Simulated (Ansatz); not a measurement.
**GaSb: sound and stiffness along [100], [110] and [111]**

The calculation used DFT PBEsol, scalar-relativistic, plane waves, PAW (Ansatz 0.2.0). Settings: 420 eV plane-wave cutoff, Γ-centred 12×12×12 mesh, Fermi-Dirac smearing of 0.15 eV. No spin polarisation.

Equilibrium structure at this level:
```cif
data_structure
_symmetry_space_group_name_H-M 'F-43m'
_symmetry_Int_Tables_number 216
_cell_length_a 6.1129
_cell_length_b 6.1129
_cell_length_c 6.1129
_cell_angle_alpha 90.000
_cell_angle_beta 90.000
_cell_angle_gamma 90.000
_cell_volume 228.43
loop_
_atom_site_label
_atom_site_type_symbol
_atom_site_symmetry_multiplicity
_atom_site_Wyckoff_symbol
_atom_site_fract_x
_atom_site_fract_y
_atom_site_fract_z
_atom_site_occupancy
Ga1 Ga 4 a 0.00000 0.00000 0.00000 1
Sb1 Sb 4 d 0.25000 0.25000 0.75000 1
```

In a metal, frequencies and elastic constants depend on the k mesh and the smearing, soft modes and shear constants most.

With ions relaxed, on the cubic axes: C11 = 79.8, C12 = 36.9, C44 = 37.6 GPa. The density is 5.568 g/cm³.

Problem. Is the crystal stable against strain, and how anisotropic is it?

Solution. Born's conditions hold: C11 + 2C12 = 153.5, C11 − C12 = 42.9 and C44 = 37.6 GPa are all positive. B = (C11 + 2C12)/3 = 51.2 GPa. The two shear moduli are C44 and C′ = (C11 − C12)/2 = 21.5 GPa, so Zener's ratio is A = C44/C′ = 1.75: the tetragonal shear C′ is the soft one, as in many fcc and bcc metals and zincblende crystals. The Cauchy pressure C12 − C44 is -0.8 GPa; it would vanish for pair forces between atoms on inversion centres at zero pressure, and here it is small.

Problem. Give the sound speeds along the three symmetry directions.

Solution. The Christoffel equation gives ρv² for each branch:
```tsv
direction	branch	ρv²	GPa	v (m/s)
[100]	L	C11	79.8	3785
[100]	T (×2)	C44	37.6	2600
[110]	L	(C11 + C12 + 2C44)/2	96.0	4151
[110]	T, u ∥ [001]	C44	37.6	2600
[110]	T, u ∥ [1-10]	(C11 − C12)/2	21.5	1963
[111]	L	(C11 + 2C12 + 4C44)/3	101.3	4266
[111]	T (×2)	(C11 − C12 + C44)/3	26.9	2196
```

Problem. How does Young's modulus depend on direction?

Solution. Inverting gives S11 = 17.704, S12 = -5.595, S44 = 26.575 TPa⁻¹. Along a unit vector (l, m, n), 1/E = S11 − 2(S11 − S12 − S44/2)(l²m² + m²n² + n²l²), where the last bracket is 0, 1/4 and 1/3 for [100], [110] and [111]: E = 56, 79 and 91 GPa. With A > 1 the body diagonal is stiffest. For a film on (001), the biaxial modulus is C11 + C12 − 2C12²/C11 = 83 GPa and the normal strain is −2C12/C11 = -0.92 times the in-plane one.

The bands only touch here, so at this level the crystal is a zero-gap semiconductor or semimetal, not an ordinary metal; spin–orbit coupling, left out, can open or move such a gap.

GaSb is stiffest along [111] and most compliant along [100], in both Young's modulus and longitudinal sound speed, as expected for a tetrahedral network with its bonds along the body diagonals. The tetragonal shear C′ leaves bond lengths unchanged to first order and is resisted mainly by bond-angle forces, whereas the C44 shear also stretches and compresses bonds, even after the sublattices relax. This makes the [1-10]-polarised shear wave along [110] the slowest. The small Cauchy pressure is no sign of central forces, since the atoms don't sit on inversion centres and the bonding is directional.

The touching bands contradict the well-known direct gap of GaSb and most likely reflect the semilocal functional's underestimation of gaps. Spin-orbit coupling wouldn't cure this, as it raises the valence-band top. The elastic constants are also somewhat below measured values, probably because the functional binds the lattice slightly too weakly. The positive Born combinations establish stability against small homogeneous strains, not against phonons at finite wavevector.
